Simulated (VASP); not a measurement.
Pt, 1 atom in the cell. It takes space group Fm-3m (No. 225, cubic). Conventional cell: a = 3.968 Å, b = 3.968 Å, c = 3.968 Å, α = 90.00°, β = 90.00°, γ = 90.00°. Pt (site symmetry m-3m) has 12 Pt at 2.81 Å as nearest neighbours. 

```yaml
Program: VASP 6.6.1
Task: relaxation of cell and atoms
Functional: PBE
Potentials_or_basis: VASP PAW PBE potentials, release 64 (Pt)
Cutoff: 700 eV
k_mesh: 18 × 18 × 18
Occupations: gaussian, width 0.1 eV
Spin: no spin polarisation
Further_INCAR_settings: ALGO = Fast; EDIFF = 1e-07; IBRION = 2; EDIFFG = -0.002; NSW = 80; ISIF = 3
```

Potentials or basis: VASP PAW PBE potentials, release 64 (Pt).

Command:

```sh
$ cat potpaw_PBE.64/Pt/POTCAR > POTCAR
$ mpirun -np 1 vasp_std > vasp.out
```

Hardware: 1 thread of Intel(R) Xeon(R) 6975P-C (Granite Rapids), with other jobs on the host.

Question: Estimate the wall time of this run.

Answer: Run time: 11 s on 1 thread of Intel(R) Xeon(R) 6975P-C (Granite Rapids), with other jobs on the host, peak memory 0.18 GiB. Counts: scf iterations 14, k points 195, ion steps 1.
